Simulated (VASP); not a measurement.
Here is the system:

```
InN
1.0
    0.00000     2.49476     2.49476
    2.49476     0.00000     2.49476
    2.49476     2.49476     0.00000
In N
1 1
Direct
  0.00000   0.00000   0.00000
  0.25000   0.25000   0.25000
```

Calculation: PBEsol GGA, VASP's PBE PAW potentials (set 64) (plane waves; VASP). Settings: 620 eV cut-off, 13×13×13 Γ-centred mesh, first-order Methfessel-Paxton smearing of 0.10 eV, potentials In_d N.

Energy and stress use the plane-wave basis of the starting cell.

### Question
The ions, cell shape and volume at an external pressure of 5.0 GPa are relaxed. Predict the relaxed structure.

### Answer

```
InN
1.0
    0.00000     2.46605     2.46605
    2.46605     0.00000     2.46605
    2.46605     2.46605     0.00000
In N
1 1
Cartesian
  0.00000   0.00000   0.00000
  1.23303   1.23303   1.23303
```
Space group F-43m (216), at a tolerance of 0.03 Å.

### Question
How do energy and volume change from the first to the last step?

### Answer
The energy (σ→0) changes by +7.7 meV/atom and the volume by -3.4 %, in 3 ionic steps.

The structure was generated: InN was put into the zinc blende type (F-43m), which need not be its known phase. This run relaxes it under an external pressure of 5 GPa. Symmetry was kept, so distortions that lower it aren't found.
